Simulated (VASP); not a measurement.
Input of a VASP 6.6.1 run:

Contents of INCAR:

```
PREC     = Accurate       # precision mode
ENCUT    = 600            # plane-wave cutoff, eV
EDIFF    = 1E-7           # SCF threshold, eV
ISMEAR   = 1              # smearing method
SIGMA    = 0.1            # smearing width, eV
LREAL    = False          # projectors in reciprocal space
LASPH    = True           # aspherical terms in the spheres
NELM     = 120            # most SCF steps
ALGO     = Normal         # electronic algorithm
ISIF     = 3              # what is computed and relaxed
LWAVE    = False          # write WAVECAR
LCHARG   = False          # write CHGCAR
GGA      = PE             # functional
IVDW     = 13             # dispersion correction
IBRION   = 2              # ionic algorithm
NSW      = 40             # ionic steps
EDIFFG   = -0.005         # ionic threshold
```

Contents of KPOINTS:

```
regular mesh
0
Gamma
  16 16 10
```

Contents of POSCAR:

```
Ti
1.0
    2.9000000000      0.0000000000      0.0000000000
   -1.4500000000      2.5114736700      0.0000000000
    0.0000000000      0.0000000000      4.6000000000
Ti
2
Direct
    0.3333333300      0.6666666700      0.2500000000
    0.6666666700      0.3333333300      0.7500000000
```

Potentials or basis: VASP PAW PBE potentials, release 64 (Ti_sv).

Run with:

```sh
$ cat potpaw_PBE.64/Ti_sv/POTCAR > POTCAR
$ mpirun -np 1 vasp_std > vasp.out
```

Estimate the band gap on the k mesh.

none (metal or under the smearing width).

Predict the space group after relaxing (to 0.05 Å).

P6_3/mmc (No. 194).

Step by step:
| step | energy change (eV) | largest force (eV/Å) | pressure (GPa) | volume (Å³) |
| --- | --- | --- | --- | --- |
| 1 | 0.0000 | 0.0000 | 2.11 | 33.50 |
| 2 | -0.0018 | 0.0000 | -1.52 | 34.58 |
| 3 | -0.0040 | 0.0000 | -0.02 | 34.12 |
| 4 | -0.0040 | 0.0000 | 0.02 | 34.10 |
| 5 | -0.0040 | 0.0000 | 0.03 | 34.10 |
| 6 | -0.0040 | 0.0000 | 0.03 | 34.10 |
| 7 | -0.0040 | 0.0000 | 0.04 | 34.10 |
| 8 | -0.0041 | 0.0000 | 0.03 | 34.10 |

Caveat: pairwise dispersion overbinds metals, which lowers pressure and volume.
